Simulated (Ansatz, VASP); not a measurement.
Ta: VASP beside Ansatz

```
CELL_PARAMETERS angstrom
-1.65128 1.65128 1.68431
1.65128 -1.65128 1.68431
1.65128 1.65128 -1.68431
ATOMIC_POSITIONS crystal
Ta 0.00000 0.00000 0.00000
```

Change from the starting cell: zz strain of +2 %.

Alike in both runs: task single point; functional PBE; k mesh 17 × 17 × 17; occupations fermi-dirac, width 0.08 eV; no spin polarisation.

|  | VASP | Ansatz |
| --- | --- | --- |
| version | VASP 6.6.1 | Ansatz 0.2.0 |
| potentials or method | VASP PAW PBE potentials, release 64 (Ta_pv), cutoff 520 eV | all-electron LAPW, scalar-relativistic |

Ansatz gave:

| Property | Result |
| --- | --- |
| pressure (GPa) | -0.8 |
| largest component of the traceless stress (GPa) | 1.28 |

Question: Estimate VASP's values.

Answer: Pressure (GPa): -0.7; largest component of the traceless stress (GPa): 1.28.

Ansatz ran all-electron here, so the differences hold the error of VASP's frozen core and of both bases.

The runs have no spin-orbit coupling, so splittings on Ta are missing.
